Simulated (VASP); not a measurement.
Crystal: CdS (Hawleyite).

```xyz
2
Lattice="0.0000 2.9165 2.9165 2.9165 0.0000 2.9165 2.9165 2.9165 0.0000" Properties=species:S:1:pos:R:3 pbc="T T T"
Cd    0.0000    0.0000    0.0000
S     1.4583    1.4583    1.4583
```

* Program: VASP 6.6.1
* Task: relaxation of cell and atoms
* Functional: PBE
* Potentials or basis: VASP PAW PBE potentials, release 64 (Cd, S)
* Cutoff: 600 eV
* k mesh: 8 × 8 × 8
* Occupations: gaussian, width 0.03 eV
* Spin: no spin polarisation

At the start: pressure 3.2 GPa; volume 24.81 Å³/atom.

Question: Where does the relaxation end?

Answer: Over 3 steps the energy falls by 12.6 meV/atom and the volume is 26.15 Å³/atom (+5.4 %); space group F-43m (No. 216, to 0.05 Å).

Step by step:
```tsv
step	energy change (eV)	largest force (eV/Å)	pressure (GPa)	volume (Å³)
1	0.0000	0.0000	3.18	49.62
2	-0.0226	0.0000	-0.91	53.23
3	-0.0253	0.0000	0.03	52.29
```

Final structure:
```
Cd S
1.0
     0.00000    2.96802    2.96802
     2.96802    0.00000    2.96802
     2.96802    2.96802    0.00000
Cd S
1 1
Direct
  0.00000 0.00000 0.00000
  0.25000 0.25000 0.25000
```
